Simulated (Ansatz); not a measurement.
# SnTe (F-43m) in Ansatz: convergence with k mesh

Aim: find how far k mesh must go before the results for SnTe settle, at LDA. This setting moves, with any that are tied to it; all else stays.

Program: Ansatz 0.2.0. These are calculated values, not measurements. Logs are shortened: lines on timing, memory, paths and dates and some standing lists are left out, and cuts for length are marked.

### 1 The structure

It takes space group F-43m (No. 216, cubic). The conventional cell has a = 7.222 Å, b = 7.222 Å, c = 7.222 Å, α = 90.00°, β = 90.00°, γ = 90.00°. Around Te (site symmetry -43m) lie 4 Sn at 3.13 Å. Sn (site symmetry -43m) is surrounded by 4 Te at 3.13 Å.

Measurements of this composition are mostly on another form, of space group No. 225.

### 2 With k mesh 2 × 2 × 2

File input.yaml:

```yaml
crystal:
  lattice:
    - [0.0, 3.611146, 3.611146]
    - [3.611146, 0.0, 3.611146]
    - [3.611146, 3.611146, 0.0]
  atoms:
    - { symbol: Te, position: [0.25, 0.25, 0.25] }
    - { symbol: Sn, position: [0.0, 0.0, 0.0] }
hamiltonian:
  xc: lda
  pseudopotentials: { kind: paw, source: jth, xc_functional: pbe }
kpoints:
  mp_grid: { grid: [2, 2, 2] }
scf:
  occupations: { method: fermi_dirac, width: 0.1 }
output:
  forces: true
  stress: true
  eigenvalues: true
```

Potentials or basis: JTH PAW.

Launch:

```bash
$ ansatz run input.yaml --threads 2 --pin off --max-ram 5632MiB --backend cpu --events-out ev --progress --plain --runs-dir out
```

It took 8.1 s on 2 threads of Arm Neoverse V2, shared host; peak memory 2.4 GiB.

Results:

* Free energy: -10651.7864 eV
* Pressure: -3.3 GPa
* Band gap on the k mesh: 0.73 eV, direct

### 3 With k mesh 3 × 3 × 3

input.yaml: that of step 2 with these lines changed.

```diff
@@ -12,3 +12,3 @@
 kpoints:
-  mp_grid: { grid: [2, 2, 2] }
+  mp_grid: { grid: [3, 3, 3] }
 scf:
```

Potentials or basis: JTH PAW.

Launch:

```bash
$ ansatz run input.yaml --threads 2 --pin off --max-ram 5632MiB --backend cpu --events-out ev --progress --plain --runs-dir out
```

Run time: 15 s. Hardware: 2 threads of Arm Neoverse V2, shared host; peak memory 2.5 GiB.

What came out:

| Item | Value |
| --- | --- |
| Free energy | -10651.6021 eV |
| Pressure | -3.0 GPa |
| Band gap on the k mesh | 0.77 eV, indirect (least direct gap 0.92 eV) |

### 4 With k mesh 4 × 4 × 4

input.yaml: that of step 3 with these lines changed.

```diff
@@ -12,3 +12,3 @@
 kpoints:
-  mp_grid: { grid: [3, 3, 3] }
+  mp_grid: { grid: [4, 4, 4] }
 scf:
```

Launch:

```bash
$ ansatz run input.yaml --threads 2 --pin off --max-ram 5632MiB --backend cpu --events-out ev --progress --plain --runs-dir out
```

Run time: 27 s. Hardware: 2 threads of Arm Neoverse V2, shared host; peak memory 2.8 GiB.

Results:

```yaml
Free_energy: -10651.5096 eV
Pressure: -2.6 GPa
Band_gap_on_the_k_mesh: none (metal or under the smearing width)
```

### 5 With k mesh 5 × 5 × 5

input.yaml: that of step 4 with these lines changed.

```diff
@@ -12,3 +12,3 @@
 kpoints:
-  mp_grid: { grid: [4, 4, 4] }
+  mp_grid: { grid: [5, 5, 5] }
 scf:
```

Launch:

```bash
$ ansatz run input.yaml --threads 2 --pin off --max-ram 5632MiB --backend cpu --events-out ev --progress --plain --runs-dir out
```

It took 33 s on 2 threads of Arm Neoverse V2, shared host; peak memory 2.9 GiB.

Results:

```
Free energy : -10651.4868 eV
Pressure    : -2.3 GPa
```

### 6 With k mesh 6 × 6 × 6

input.yaml: that of step 5 with these lines changed.

```diff
@@ -12,3 +12,3 @@
 kpoints:
-  mp_grid: { grid: [5, 5, 5] }
+  mp_grid: { grid: [6, 6, 6] }
 scf:
```

Potentials or basis: JTH PAW.

Launch:

```bash
$ ansatz run input.yaml --threads 2 --pin off --max-ram 5632MiB --backend cpu --events-out ev --progress --plain --runs-dir out
```

Run time: 52 s. Hardware: 2 threads of Arm Neoverse V2, shared host; peak memory 3.2 GiB.

It converged, with:

* Free energy: -10651.4854 eV
* Pressure: -2.2 GPa

### 7 With k mesh 7 × 7 × 7

input.yaml: that of step 6 with these lines changed.

```diff
@@ -12,3 +12,3 @@
 kpoints:
-  mp_grid: { grid: [6, 6, 6] }
+  mp_grid: { grid: [7, 7, 7] }
 scf:
```

Launch:

```bash
$ ansatz run input.yaml --threads 2 --pin off --max-ram 5632MiB --backend cpu --events-out ev --progress --plain --runs-dir out
```

Run time: 72 s. Hardware: 2 threads of Arm Neoverse V2, shared host; peak memory 3.6 GiB.

It converged, with:

* Free energy: -10651.4853 eV
* Pressure: -2.2 GPa

### 8 With k mesh 9 × 9 × 9

input.yaml: that of step 7 with these lines changed.

```diff
@@ -12,3 +12,3 @@
 kpoints:
-  mp_grid: { grid: [7, 7, 7] }
+  mp_grid: { grid: [9, 9, 9] }
 scf:
```

Launch:

```bash
$ ansatz run input.yaml --threads 2 --pin off --max-ram 5632MiB --backend cpu --events-out ev --progress --plain --runs-dir out
```

Wall time 1.8 min (2 threads of Arm Neoverse V2, shared host); peak memory 3.8 GiB.

Results (log left out):

```yaml
Free_energy: -10651.4858 eV
Pressure: -2.2 GPa
```

### 9 With k mesh 11 × 11 × 11

input.yaml: that of step 8 with these lines changed.

```diff
@@ -12,3 +12,3 @@
 kpoints:
-  mp_grid: { grid: [9, 9, 9] }
+  mp_grid: { grid: [11, 11, 11] }
 scf:
```

Potentials or basis: JTH PAW.

Launch:

```bash
$ ansatz run input.yaml --threads 2 --pin off --max-ram 5632MiB --backend cpu --events-out ev --progress --plain --runs-dir out
```

The program printed:

```text
Warning: the checks of this Te dataset prove no rule for summing its radial tables, as where they were carried onto another mesh than they were made on, and Gregory's rule is taken, under which a leading mesh point left out moves its sums only by what lay on the interval it spanned. That does not make them correct, and they differ from Quantum ESPRESSO's on this file; a re-export a fraction of a mesh step off can move them. hamiltonian.pseudopotentials.radial_quadrature: simpson_from_first_knot sums it by `pw.x`'s rule; on a PAW file no value gives `pw.x`'s numbers. What more to know: hamiltonian.pseudopotentials.radial_quadrature, in the input reference
Warning: the checks of this Sn dataset prove no rule for summing its radial tables, as where they were carried onto another mesh than they were made on, and Gregory's rule is taken, under which a leading mesh point left out moves its sums only by what lay on the interval it spanned. That does not make them correct, and they differ from Quantum ESPRESSO's on this file; a re-export a fraction of a mesh step off can move them. hamiltonian.pseudopotentials.radial_quadrature: simpson_from_first_knot sums it by `pw.x`'s rule; on a PAW file no value gives `pw.x`'s numbers. What more to know: hamiltonian.pseudopotentials.radial_quadrature, in the input reference
Warning: RAYON_NUM_THREADS=2 ignored (pool sized by the plan → 2); use --threads N
Engine: ansatz 0.2.0, aarch64-unknown-linux-gnu
Pseudopotentials: kind: paw
Pseudopotential: Te, paw, valence charge 6, recommended cutoff 540 eV (normal), Te.paw.azcp
Pseudopotential: Sn, paw, valence charge 14, recommended cutoff 6600 eV (normal), Sn.paw.azcp
Functional definition: SPW92
  exchange = slater_x
  correlation = pw_c
Crystal: 2 atoms, lattice volume = 94.181 Å³
Basis set: ecut = 6600 eV, 114523 PW (Γ)
Bands: 14, of which v1, the nominal top of the filled ones, is band 10 counted from 1 (9 counted from 0)
Symmetry: 24 space group operations
Space group: F-43m (ITA 216), of the structure as read, at distance tolerance 4.5e-5 Å
k-points: 56 of 1331 (time reversal used)
Non-local potential: Te, projectors of the file, l = 0: 2, l = 1: 2
Non-local potential: Sn, projectors of the file, l = 0: 2, l = 1: 2, l = 2: 2
PAW form: soft (Blöchl's): semilocal exchange-correlation on the pseudo side does not see the compensation charge
PAW frozen core: Sn, regenerated for the run's functional, and the local potential with it (the file was generated under x = pbe(κ = 0.804, μ = 0.2195149727645171), c = pbe(β = 0.06672455060314922))
PAW one-centre angular grid: Te, 110 points (default); XC on 64 Gauss nodes
PAW one-centre angular grid: Sn, 590 points (default); XC on 64 Gauss nodes
Initial density: superposition of atomic densities (chi_scale 0.1, normalization cell, long waves kept (reshape's long-wave potential 0.00 eV rms))
Initial wavefunctions: pseudopotential atomic-orbital guess
Functional: x = slater, c = lda
SCF iter   1: F=—  HF=-10651.588738 eV  |F-HF|=—  |Δ(HF+E_count)|=         —  Δρ=1.41e-2  dr2=3.88e-1  ethr=3.10e-3  ⟨swp⟩=9.9  Hψ=6449  notcnv=0
preconditioner: auto → none  [insulator: Δε(μ)=0.394 eV  Ē_g=7.918 eV  σ=0.100 eV  W_gap=0.74  n_scr=14 (ndim 8)  ℏωp=12.1 eV  f_vac=0.062  D(μ)=0.14/eV (n_scr^D=0)  ε∞_Penn≈3.3]
SCF iter   2: F=—  HF=-10651.510034 eV  |F-HF|=—  |Δ(HF+E_count)|=   7.87e-2  Δρ=7.14e-3  dr2=9.16e-2  ethr=1.94e-3  ⟨swp⟩=3.0  Hψ=1741  notcnv=0
SCF iter   3: F=—  HF=-10651.488030 eV  |F-HF|=—  |Δ(HF+E_count)|=   2.20e-2  Δρ=3.46e-3  dr2=1.27e-2  ethr=4.58e-4  ⟨swp⟩=2.1  Hψ=1184  notcnv=0
SCF iter   4: F=—  HF=-10651.485852 eV  |F-HF|=—  |Δ(HF+E_count)|=   2.18e-3  Δρ=7.72e-4  dr2=6.28e-4  ethr=6.37e-5  ⟨swp⟩=2.5  Hψ=1357  notcnv=0
SCF iter   5: F=—  HF=-10651.485787 eV  |F-HF|=—  |Δ(HF+E_count)|=   6.44e-5  Δρ=1.44e-4  dr2=1.21e-5  ethr=3.14e-6  ⟨swp⟩=2.1  Hψ=1195  notcnv=0
SCF iter   6: F=—  HF=-10651.485793 eV  |F-HF|=—  |Δ(HF+E_count)|=   5.59e-6  Δρ=4.51e-5  dr2=1.00e-6  ethr=6.05e-8  ⟨swp⟩=2.2  Hψ=1196  notcnv=0
SCF iter   7: F=-10651.485793 eV  HF=-10651.485793 eV  |F-HF|=4.51e-8  |Δ(HF+E_count)|=   7.47e-8  Δρ=1.28e-5  dr2=8.49e-8  ethr=5.00e-10  ⟨swp⟩=9.5  Hψ=5211  notcnv=0
SCF 1 converged in 7 iterations: F = -10651.485793 eV  dr2 = 8.49e-8
SCF converged after 7 iterations
Free energy (F): -10651.485793 eV
Harris-Foulkes:  -10651.485793 eV  (|F-HF|=4.51e-8)
Internal energy: -10651.471875 eV  (E = F + TS)
E sigma→0 (E₀):  -10651.478834 eV
Entropy (-TS):   -0.013918 eV (-6.959 meV/atom)
Fermi energy:    3.545262 eV
--- Per-component energies (eV) ---
  E_band       = -195.241735
  E_kinetic    = 383.005654
  E_local      = -2352.795699  (includes V_loc(G=0)·N_el)
  E_nonlocal   = 693.402962
  E_hartree    = 942.397210
  E_xc         = -293.767062
  E_vxc        = -204.995039  (∫ρ·V_xc dr)
  E_paw        = -8829.453775  (= ΣΔE_a)
  E_vpaw       = -598.643197  (= ΣTr[D̂ρ^β])
  E_aug_tail   = -0.000003  (compensation charges beyond the density's cutoff)
  E_ewald      = -1194.684863
  E_core_change = 0.423700  (= ΣΔE_core)
  E_smearing   = -0.013918  (= −TS)
  E_closure    = -0.000000  (closes the sum)
  Σ components = -10651.485793   (vs F -10651.485793, Δ=0.00e0)
--- Forces (eV/Å), atoms counted from 1 ---
  atom   1  Te    -0.00000000     0.00000000     0.00000000
  atom   2  Sn    -0.00000000     0.00000000     0.00000000
  max |Σ_I F_I| component: 4.00e-15 eV/Å
--- Stress (GPa, compression-positive) ---
       -2.235534      -0.000000       0.000000
       -0.000000      -2.235534       0.000000
        0.000000       0.000000      -2.235534
  P = ⅓ Tr σ = -2.2355 GPa (-22.355 kbar)
--- Band table (eV; the first three rows and the last of 56) ---
  k-point 0: bands = ["-18.1260", "-18.1260", "-18.1260", "-18.1167", "-18.1167", "-8.0566", "-1.7920", "1.6311", "1.6311", "1.6311", "4.5163", "4.5163", "4.5163", "7.4464"]
  k-point 1: bands = ["-18.1261", "-18.1259", "-18.1259", "-18.1167", "-18.1167", "-8.0216", "-1.9595", "1.5759", "1.5759", "1.6714", "4.5593", "4.6077", "4.6077", "7.7294"]
  k-point 2: bands = ["-18.1264", "-18.1256", "-18.1256", "-18.1166", "-18.1166", "-7.9228", "-2.3689", "1.4424", "1.4424", "1.6954", "4.8165", "4.8290", "4.8290", "8.3642"]
  k-point 55: bands = ["-18.1281", "-18.1244", "-18.1233", "-18.1170", "-18.1161", "-7.3128", "-3.8709", "0.0945", "0.3573", "3.4450", "4.8256", "5.7768", "6.6400", "8.6174"]
```

Wall time 3.1 min (2 threads of Arm Neoverse V2, shared host); peak memory 4.4 GiB.

Results:

| Item | Value |
| --- | --- |
| Free energy | -10651.4858 eV |
| Pressure | -2.2 GPa |

### 10 Summary

```csv
k mesh,"energy less the tightest run, at zero smearing (meV/atom)",pressure (GPa),SCF cycles,CPU time (s),peak memory (GiB)
2 × 2 × 2,-149.36,-3.31,7,16,2.4
3 × 3 × 3,-58.26,-3.00,7,28,2.5
4 × 4 × 4,-9.23,-2.57,8,51,2.8
5 × 5 × 5,0.35,-2.25,7,64,2.9
6 × 6 × 6,0.10,-2.23,7,100,3.2
7 × 7 × 7,0.05,-2.22,8,140,3.6
9 × 9 × 9,-0.11,-2.24,7,220,3.8
11 × 11 × 11,0.00,-2.24,7,350,4.4
```

Against the tightest run, the energy stays within 1 meV/atom from 5 × 5 × 5 on; the pressure stays within 0.1 GPa from 5 × 5 × 5 on. Meshes of other sizes hit other points, so gaps and Fermi surfaces needn't settle smoothly. The tightest run that finished is the yardstick and may itself not be fully converged.
